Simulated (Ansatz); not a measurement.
# BaTe: the cost of one run

Method: DFT LDA, scalar-relativistic, plane waves, PAW, in Ansatz 0.2.0.

## Step 1: The structure to begin with

It takes space group Pm-3m (No. 221, cubic). Conventional cell: a = 4.262 Å, b = 4.262 Å, c = 4.262 Å, α = 90.00°, β = 90.00°, γ = 90.00°. Ba (site symmetry m-3m) has 8 Te at 3.69 Å as nearest neighbours. Around Te (site symmetry m-3m) lie 8 Ba at 3.69 Å.

As a file:

```xyz
2
Lattice="4.2625 0.0000 0.0000 0.0000 4.2625 0.0000 0.0000 0.0000 4.2625" Properties=species:S:1:pos:R:3 pbc="T T T"
Ba    0.0000    0.0000    0.0000
Te    2.1312    2.1312    2.1312
```

It goes back to an entry of the Materials Project, which need not be the stable form.

The cell is taken as given, not relaxed at this level.

## Step 2: The reference cell

The reference gives a free energy of -12610.0968 eV, pressure -3.31 GPa, largest force 0.000 eV/Å and gap on the mesh 0.77 eV. It was computed beforehand with the settings of the runs below.

## Step 3: Setting up a two-dimensional strain map

The cell is strained by p along both x and y and by q along z, with fractional coordinates fixed.

## Step 4: p = -0.050, q = -0.050

File input.yaml:

```yaml
crystal:
  lattice:
    - [4.0493427, 0.0, 0.0]
    - [0.0, 4.0493427, 0.0]
    - [0.0, 0.0, 4.0493427]
  atoms:
    - { symbol: Ba, position: [0.0, 0.0, 0.0] }
    - { symbol: Te, position: [0.5, 0.5, 0.5] }
basis:
  ecutwfc: 420
kpoints:
  mp_grid: { grid: [6, 6, 6] }
hamiltonian:
  xc: lda
scf:
  occupations: { method: gaussian, width: 0.05 }
output:
  forces: true
  stress: true
  eigenvalues: true
```

Q: Estimate wall time and peak memory on 1 thread of an x86-64 CPU, shared host.

About 1.4 s, with a peak of 0.37 GiB.
